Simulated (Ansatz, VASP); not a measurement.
## GaSb3: VASP beside Ansatz

File INCAR:

```
ALGO = Normal ; EDIFF = 1E-6
ENCUT = 520 ; GGA = CA
ISIF = 2 ; ISMEAR = 0
LASPH = True ; LCHARG = False
LREAL = False ; LWAVE = False
NBANDS = 22 ; NELM = 60
PREC = Accurate ; SIGMA = 0.15
```

Contents of KPOINTS:

```
k-points
0
Gamma
  10 10 10
```

Contents of POSCAR:

```
GaSb3
1.0
    0.0000000000      3.6539937478      3.4639860729
    3.6539937478      0.0000000000      3.4639860729
    3.6539937478      3.6539937478      0.0000000000
Ga Sb
1 3
Direct
    0.0000000000      0.0000000000      0.0000000000
    0.2500000000      0.2500000000      0.2500000000
    0.7500000000      0.7500000000      0.7500000000
    0.5000000000      0.5000000000      0.5000000000
```

Input for Ansatz:

```yaml
crystal:
  lattice:
    - [0.0, 3.6539937478, 3.4639860729]
    - [3.6539937478, 0.0, 3.4639860729]
    - [3.6539937478, 3.6539937478, 0.0]
  atoms:
    - { symbol: Ga, position: [0.0, 0.0, 0.0] }
    - { symbol: Sb, position: [0.25, 0.25, 0.25] }
    - { symbol: Sb, position: [0.75, 0.75, 0.75] }
    - { symbol: Sb, position: [0.5, 0.5, 0.5] }
basis:
  ecutwfc: 420
kpoints:
  mp_grid: { grid: [10, 10, 10] }
hamiltonian:
  xc: lda
  pseudopotentials: { kind: paw, azcp: { folder: soft_1 } }
scf:
  occupations: { method: gaussian, width: 0.15 }
output:
  forces: true
  stress: true
  eigenvalues: true
```

Alike in both runs: task single point; functional LDA; k mesh 10 × 10 × 10; occupations gaussian, width 0.15 eV; no spin polarisation.

|  | VASP | Ansatz |
| --- | --- | --- |
| version | VASP 6.6.1 | Ansatz 0.2.0 |
| potentials or method | VASP PAW LDA potentials, release 64 (Ga_d, Sb) | scalar-relativistic, plane waves, PAW |
| plane-wave cutoff (eV) | 520 | 420 |
| valence electrons in the cell | 28 | 58 |

Ansatz gave:

- gap on the k mesh at the Fermi level (eV): none
- pressure (GPa): 2.1
- largest component of the traceless stress (GPa): 1.02

Task: Estimate VASP's values.

Result: gap on the k mesh at the Fermi level (eV): none; pressure (GPa): 2.3; largest component of the traceless stress (GPa): 1.04.

A gap of «none» marks a metal or a gap that the smearing closes. The two sets of potentials don't hold the same shells in valence. Ansatz warned: «pseudo_functional_mismatch».

The runs have no spin-orbit coupling, so splittings on Sb are missing.
